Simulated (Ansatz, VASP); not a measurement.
**Mo: VASP beside Ansatz**

```
Mo
1.0
    -1.58735    1.58735    1.58735
     1.58735   -1.58735    1.58735
     1.58735    1.58735   -1.58735
Mo
1
Cartesian
  0.0000 0.0000 0.0000
```

Alike in both runs: functional RPBE; k mesh 18 × 18 × 18; occupations gaussian, width 0.1 eV; no spin polarisation.

Ansatz relaxed the structure, and its values are those at the end. VASP's run is a single point on that final structure, the one shown.

```csv
,VASP,Ansatz
version,VASP 6.6.1,Ansatz 0.2.0
potentials or method,"VASP PAW PBE potentials, release 64 (Mo_sv)","scalar-relativistic, plane waves, PAW"
plane-wave cutoff (eV),520,420
valence electrons in the cell,14,14
```

Ansatz gave:

* gap on the k mesh at the Fermi level (eV): none
* pressure (GPa): 0.0

Task: Estimate VASP's values.

Result: gap on the k mesh at the Fermi level (eV): none; pressure (GPa): 0.5.

A gap of «none» marks a metal or a gap that the smearing closes. With one functional, cell and mesh, what is left measures potentials, basis and numerics.

Caveats: the PAW data sets were made with another functional, which shifts forces and pressure a little (VASP).
